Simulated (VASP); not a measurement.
# SnSe (Fm-3m) in VASP: Born charges and dielectric tensor with RPBE

Aim: the Born charges and dielectric tensor of SnSe with RPBE.

Program: VASP 6.6.1. These are calculated values, not measurements. Logs are shortened: lines on timing, memory, paths and dates and some standing lists are left out, and cuts for length are marked.

**1. The structure**

The structure is cubic, space group Fm-3m (No. 225). The conventional cell has a = 6.130 Å, b = 6.130 Å, c = 6.130 Å, α = 90.00°, β = 90.00°, γ = 90.00°. Sn (site symmetry m-3m) is surrounded by 6 Se at 3.07 Å. Se (site symmetry m-3m) has 6 Sn at 3.07 Å as nearest neighbours.

Measurements of this composition are mostly on another form, of space group No. 62.

**2. Born charges and dielectric tensor, RPBE**

The input, INCAR:

```
SYSTEM = SnSe
PREC = Accurate
ENCUT = 600
EDIFF = 1E-8
ISMEAR = 0
SIGMA = 0.02
LREAL = .FALSE.
LASPH = .TRUE.
NELM = 100
ALGO = Normal
ISIF = 2
LWAVE = .FALSE.
LCHARG = .FALSE.
GGA = RP
LEPSILON = .TRUE.
IBRION = 8
NSW = 1
```

The input, KPOINTS:

```
Automatic mesh
0
G
  10 10 10
  0 0 0
```

The input, POSCAR:

```
SnSe
1.0
    0.0000000000      3.0652400000      3.0652400000
    3.0652400000      0.0000000000      3.0652400000
    3.0652400000      3.0652400000      0.0000000000
Sn Se
1 1
Direct
    0.0000000000      0.0000000000      0.0000000000
    0.5000000000      0.5000000000      0.5000000000
```

Potentials or basis: VASP PAW PBE potentials, release 64 (Sn_d, Se).

On the command line:

```bash
cat potpaw_PBE.64/Sn_d/POTCAR potpaw_PBE.64/Se/POTCAR > POTCAR
mpirun -np 1 vasp_std > vasp.out
```

OUTCAR:

```text
SYSTEM = SnSe
   PREC = Accurate
   ENCUT = 600
   EDIFF = 1E-8
   ISMEAR = 0
   LREAL = .FALSE.
   LASPH = .TRUE.
   NELM = 100
   ISIF = 2
   GGA = RP
   LEPSILON = .TRUE.
   IBRION = 8
   NSW = 1

 ion  position               nearest neighbor table
   1  0.000  0.000  0.000-   2 3.07   2 3.07   2 3.07   2 3.07   2 3.07   2 3.07
   2  0.500  0.500  0.500-   1 3.07   1 3.07   1 3.07   1 3.07   1 3.07   1 3.07

  LATTYP: Found a face centered cubic cell.
 ALAT       =     6.1304800000

  Lattice vectors:

 A1 = (   0.0000000000,   3.0652400000,   3.0652400000)
 A2 = (   3.0652400000,   0.0000000000,   3.0652400000)
 A3 = (   3.0652400000,   3.0652400000,   0.0000000000)

Analysis of symmetry for initial positions (statically):
=====================================================================
 Subroutine PRICEL returns:
 Original cell was already a primitive cell.

 Routine SETGRP: Setting up the symmetry group for a
 face centered cubic supercell.

 Subroutine GETGRP returns: Found 48 space group operations
 (whereof 48 operations were pure point group operations)
 out of a pool of 48 trial point group operations.

The static configuration has the point symmetry O_h .

Analysis of symmetry for dynamics (positions and initial velocities):
=====================================================================
 Subroutine PRICEL returns:
 Original cell was already a primitive cell.

 Routine SETGRP: Setting up the symmetry group for a
 face centered cubic supercell.

 Subroutine GETGRP returns: Found 48 space group operations
 (whereof 48 operations were pure point group operations)
 out of a pool of 48 trial point group operations.

The dynamic configuration has the point symmetry O_h .

 Subroutine INISYM returns: Found 48 space group operations
 (whereof 48 operations are pure point group operations),
 and found     1 'primitive' translations

----------------------------------------------------------------------------------------

                                     Primitive cell

  volume of cell :      57.6001

  direct lattice vectors                    reciprocal lattice vectors
     0.000000000  3.065240000  3.065240000    -0.163119364  0.163119364  0.163119364
     3.065240000  0.000000000  3.065240000     0.163119364 -0.163119364  0.163119364
     3.065240000  3.065240000  0.000000000     0.163119364  0.163119364 -0.163119364

  length of vectors
     4.334903980  4.334903980  4.334903980     0.282531027  0.282531027  0.282531027

  position of ions in fractional coordinates (direct lattice)
     0.000000000  0.000000000  0.000000000
     0.500000000  0.500000000  0.500000000

  ion indices of the primitive-cell ions
   primitive index   ion index
                 1           1
                 2           2

----------------------------------------------------------------------------------------

 KPOINTS: Automatic mesh

Automatic generation of k-mesh.
 Grid dimensions read from file:
 generate k-points for:   10   10   10

 Generating k-lattice:

  Cartesian coordinates                     Fractional coordinates (reciprocal lattice)
    -0.016311936  0.016311936  0.016311936     0.100000000  0.000000000  0.000000000
     0.016311936 -0.016311936  0.016311936     0.000000000  0.100000000  0.000000000
     0.016311936  0.016311936 -0.016311936     0.000000000  0.000000000  0.100000000

  Length of vectors
     0.028253103  0.028253103  0.028253103

  Shift w.r.t. Gamma in fractional coordinates (k-lattice)
     0.000000000  0.000000000  0.000000000

 Subroutine IBZKPT returns following result:
 ===========================================

 Found     47 irreducible k-points:

 Following reciprocal coordinates:
            Coordinates               Weight
[... 515 lines left out ...]
     0.000000000  3.065240000  3.065240000    -0.163119364  0.163119364  0.163119364
     3.065240000  0.000000000  3.065240000     0.163119364 -0.163119364  0.163119364
     3.065240000  3.065240000  0.000000000     0.163119364  0.163119364 -0.163119364

 POSITION                                       TOTAL-FORCE (eV/Angst)
 -----------------------------------------------------------------------------------
      0.00000      0.00000      0.00000         0.000000     -0.000000     -0.000000
      3.06524      3.06524      3.06524        -0.000000      0.000000      0.000000
 -----------------------------------------------------------------------------------
    total drift:                               -0.000000      0.000000      0.000000

  FREE ENERGIE OF THE ION-ELECTRON SYSTEM (eV)
  ---------------------------------------------------
  free  energy   TOTEN  =        -7.5309243063 eV

  energy  without entropy=       -7.5309243063  energy(sigma->0) =       -7.53092431

 HEAD OF MICROSCOPIC STATIC DIELECTRIC TENSOR (INDEPENDENT PARTICLE, excluding Hartree and local field effects)
 ------------------------------------------------------
          35.460113     0.000000     0.000000
           0.000000    35.460113     0.000000
           0.000000     0.000000    35.460113
 ------------------------------------------------------

 Free energy of the ion-electron system (eV)
  ---------------------------------------------------
  ---------------------------------------------------
  free energy    TOTEN  =        -5.69772095 eV

  energy without entropy =       -5.69772095

------------------------ aborting loop because EDIFF is reached ----------------------------------------

--------------------------------------- Ionic step        2  -------------------------------------------

------------------------ aborting loop because EDIFF is reached ----------------------------------------

--------------------------------------- Ionic step        3  -------------------------------------------

------------------------ aborting loop because EDIFF is reached ----------------------------------------

 PIEZOELECTRIC TENSOR FIELD DIRECTION 3  (e Angst)
 -----------------------------------------------------------------------------
     0.01309  0.00000 -0.00000           (  0.00000  0.00000 -0.00000)
     0.00000  0.01309  0.00000           (  0.00000  0.00000  0.00000)
    -0.00000  0.00000 -0.01069           ( -0.00000  0.00000  0.00000)

 PIEZOELECTRIC TENSOR FIELD DIRECTION 3  (C/m^2)
 -----------------------------------------------------------------------------
     0.00364  0.00000 -0.00000
     0.00000  0.00364  0.00000
    -0.00000  0.00000 -0.00297

--------------------------------------- Ionic step        4  -------------------------------------------

------------------------ aborting loop because EDIFF is reached ----------------------------------------

[... ionic steps 5 to 6 ...]

--------------------------------------- Ionic step        7  -------------------------------------------

 Free energy of the ion-electron system (eV)
  ---------------------------------------------------
  ---------------------------------------------------
  free energy    TOTEN  =        -0.08411446 eV

  energy without entropy =       -0.08411446

------------------------ aborting loop because EDIFF is reached ----------------------------------------

 INTERNAL STRAIN TENSOR  FOR ION    2  DIRECTION 1   (eV/Angst):
 -----------------------------------------------------------------------------
     0.00107  0.00000 -0.00000
    -0.00000  0.00359  0.00000
    -0.00000  0.00000  0.00359

 MACROSCOPIC STATIC DIELECTRIC TENSOR (including local field effects in DFT)
 ------------------------------------------------------
          34.789975     0.000000     0.000000
           0.000000    34.789975    -0.000000
           0.000000    -0.000000    34.789975
 ------------------------------------------------------

 PIEZOELECTRIC TENSOR (including local field effects)  for field in x, y, z        (e  Angst)
          XX          YY          ZZ          XY          YZ          ZX
  --------------------------------------------------------------------------------
  x     0.00000     0.00000     0.00000     0.00000     0.00000     0.00000
  y     0.00000     0.00000     0.00000     0.00000     0.00000     0.00000
  z     0.00000     0.00000     0.00000     0.00000     0.00000     0.00000

 PIEZOELECTRIC TENSOR (including local field effects)  for field in x, y, z        (C/m^2)
          XX          YY          ZZ          XY          YZ          ZX
  --------------------------------------------------------------------------------
  x     0.00000     0.00000     0.00000     0.00000     0.00000     0.00000
  y     0.00000     0.00000     0.00000     0.00000     0.00000     0.00000
  z     0.00000     0.00000     0.00000     0.00000     0.00000     0.00000

 BORN EFFECTIVE CHARGES (including local field effects) (in |e|, cummulative output)
 ---------------------------------------------------------------------------------
 ion    1
    1     5.93955     0.00000     0.00000
    2     0.00000     5.93955     0.00000
    3     0.00000     0.00000     5.93955
 ion    2
    1    -5.93955     0.00000     0.00000
    2     0.00000    -5.93955     0.00000
    3     0.00000     0.00000    -5.93955

 INTERNAL STRAIN TENSOR FOR ION    2 for displacements in x,y,z  (eV/Angst):
          X           Y           Z          XY          YZ          ZX
  --------------------------------------------------------------------------------
  x     0.00000     0.00000     0.00000     0.00000     0.00000     0.00000
  y     0.00000     0.00000     0.00000     0.00000     0.00000     0.00000
  z     0.00000     0.00000     0.00000     0.00000     0.00000     0.00000

 SECOND DERIVATIVES (NOT SYMMETRIZED)
 ------------------------------------
               1X          1Y          1Z          2X          2Y          2Z
  1X     0.366931    0.000000    0.000000   -0.366931    0.000000    0.000000
  1Y     0.000000    0.366931    0.000000    0.000000   -0.366931    0.000000
  1Z     0.000000    0.000000    0.366931    0.000000    0.000000   -0.366931
  2X    -0.391551    0.000000    0.000000    0.391551    0.000000    0.000000
  2Y     0.000000   -0.391551    0.000000    0.000000    0.391551    0.000000
  2Z     0.000000    0.000000   -0.391551    0.000000    0.000000    0.391551

 Eigenvectors and eigenvalues of the dynamical matrix
 ----------------------------------------------------

   1 f  =    0.022152 THz     0.139184 2PiTHz    0.738903 cm-1     0.091612 meV
             X         Y         Z           dx          dy          dz
      0.000000  0.000000  0.000000    -0.706741   -0.341288    0.000000
      3.065240  3.065240  3.065240    -0.558048   -0.269484    0.000000
[... 21 lines left out ...]
   6 f/i=    1.402809 THz     8.814110 2PiTHz   46.792678 cm-1     5.801550 meV
             X         Y         Z           dx          dy          dz
      0.000000  0.000000  0.000000    -0.000000    0.619709    0.000000
      3.065240  3.065240  3.065240     0.000000   -0.784832    0.000000

--------------------------------------------------------------------------------------------------------

 MACROSCOPIC STATIC DIELECTRIC TENSOR IONIC CONTRIBUTION
 ------------------------------------------------------
           0.000000     0.000000     0.000000
           0.000000     0.000000     0.000000
           0.000000     0.000000     0.000000
 ------------------------------------------------------

 ELASTIC MODULI CONTR FROM IONIC RELAXATION (kBar)
 Direction    XX          YY          ZZ          XY          YZ          ZX
 --------------------------------------------------------------------------------
 XX           0.0000      0.0000      0.0000      0.0000      0.0000      0.0000
 YY           0.0000      0.0000      0.0000      0.0000      0.0000      0.0000
 ZZ           0.0000      0.0000      0.0000      0.0000      0.0000      0.0000
 XY           0.0000      0.0000      0.0000      0.0000      0.0000      0.0000
 YZ           0.0000      0.0000      0.0000      0.0000      0.0000      0.0000
 ZX           0.0000      0.0000      0.0000      0.0000      0.0000      0.0000
 --------------------------------------------------------------------------------

 PIEZOELECTRIC TENSOR IONIC CONTR  for field in x, y, z        (C/m^2)
          XX          YY          ZZ          XY          YZ          ZX
  --------------------------------------------------------------------------------
  x     0.00000     0.00000     0.00000     0.00000     0.00000     0.00000
  y     0.00000     0.00000     0.00000     0.00000     0.00000     0.00000
  z     0.00000     0.00000     0.00000     0.00000     0.00000     0.00000
```

Wall time 13 min (1 thread of Intel Xeon 6975P-C (Granite Rapids), shared host); peak memory 0.46 GiB.

What came out:

| Quantity | Value |
| --- | --- |
| Band gap on the k mesh | 0.31 eV, direct |
| Electronic dielectric tensor (diagonal) | 34.79 |
| Born charges (mean of the diagonal) | Sn +5.94; Se -5.94 e |
| Highest phonon frequency at Γ, LO-TO splitting left out | 1 cm⁻¹ |
| Most unstable mode | 47i cm⁻¹ |

Levels at points of the mesh, in eV from the valence-band top:
```
           k point  band 6  band 7  band 8  band 9  band 10  band 11  band 12  band 13  band 14
(0.00, 0.00, 0.00)  -13.59   -5.27   -2.15   -2.15    -2.15     4.05     4.05     4.05     5.85
(0.50, 0.00, 0.00)  -12.77   -7.85   -1.92   -1.92     0.00     0.31     1.21     1.21     8.11
(0.50, 0.50, 0.00)  -12.54   -6.06   -5.18   -3.49    -3.49     3.17     4.98     4.98     5.57
```

Phonon frequencies in cm⁻¹ (negative: imaginary):
| q point | frequencies |
| --- | --- |
| (0.000, 0.000, 0.000) | -47 -47 -47 1 1 1 |

Electronic dielectric tensor:
```
34.79  0.00  0.00
 0.00 34.79  0.00
 0.00  0.00 34.79
```

Born effective charge tensors (e):
atom 1, Sn
```
5.94 0.00 0.00
0.00 5.94 0.00
0.00 0.00 5.94
```
atom 2, Se
```
-5.94  0.00  0.00
 0.00 -5.94  0.00
 0.00  0.00 -5.94
```

Caveat: the gap is small at this level, which inflates the dielectric constant; some modes are imaginary; spin-orbit coupling is left out, which moves the levels of the heavy elements. A k mesh can miss the band edges.
